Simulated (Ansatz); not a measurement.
A vibration from a frozen displacement in PbSe

All numbers below come from Ansatz, DFT LDA, scalar-relativistic, plane waves, PAW. Cutoff 420 eV, Γ-centred 10×10×10 k-points, Gaussian smearing of 0.03 eV. Spin–orbit coupling is left out, which matters for the heavy elements here. No spin polarisation. Energies are free energies at this smearing, counted from the undisturbed cell; pressure is positive in compression.

The starting cell (as given, not relaxed at this level; it stands at -2.2 GPa):

```
Pb Se
1.0
     0.00000    3.06215    3.06215
     3.06215    0.00000    3.06215
     3.06215    3.06215    0.00000
Pb Se
1 1
Direct
  0.00000 0.00000 0.00000
  0.50000 0.50000 0.50000
```

Every Se atom is moved by x along the Cartesian unit vector (0.000, 0.000, -1.000); the cell and all other atoms stay fixed. The cell's volume is 57.43 Å³; the moved atoms weigh 78.971 u together and the others 207.200 u. Some rows repeat others by symmetry and weren't run.

| x (Å) | ΔE (meV/cell) | total force on the moved atoms along the move (eV/Å) | pressure (GPa) |
| --- | --- | --- | --- |
| -0.5000 | 220.67 | 1.6121 | 2.0078 |
| -0.4375 | 136.00 | 1.1183 | 0.8851 |
| -0.3750 | 78.48 | 0.7399 | -0.0157 |
| -0.3125 | 41.49 | 0.4589 | -0.7284 |
| -0.2500 | 19.41 | 0.2601 | -1.2790 |
| -0.1250 | 2.17 | 0.0516 | -1.9667 |
| 0.0000 | 0.00 | 0.0000 | -2.1687 |
| 0.1250 | 2.17 | -0.0516 | -1.9667 |
| 0.2500 | 19.41 | -0.2601 | -1.2790 |
| 0.3125 | 41.49 | -0.4589 | -0.7284 |
| 0.3750 | 78.48 | -0.7399 | -0.0157 |
| 0.4375 | 136.00 | -1.1183 | 0.8851 |
| 0.5000 | 220.67 | -1.6121 | 2.0078 |

Task: What frequency belongs to this motion?

Result: The force constant is k = −dF/dx = 0.413 eV/Å², from the parabola through x = -0.1250, 0 and 0.1250. In every cell the moved atoms swing against the rest, so the mass is μ = m₁m₂/(m₁ + m₂) = 57.178 u, and ν̃ = 521.5 cm⁻¹ × √(|k|/μ) = 44 cm⁻¹, at this cell's pressure of -2.2 GPa. Steps this long are already anharmonic: the energies of the same points give k = 0.278 eV/Å², so the harmonic k is uncertain by that gap or more. To first order in x, and within 1 %, the force on every atom lies along the move and, within each of the two groups, in proportion to the atom's mass, so this is itself a mode at the zone centre of this cell, taken without macroscopic field (the transverse frequency in a polar insulator).

Task: How far does the harmonic law reach?

Result: At x = -0.500 Å, kx²/2 = 51.60 meV against the computed 220.67 meV (+327.7 %): the well stiffens in this direction at large amplitude.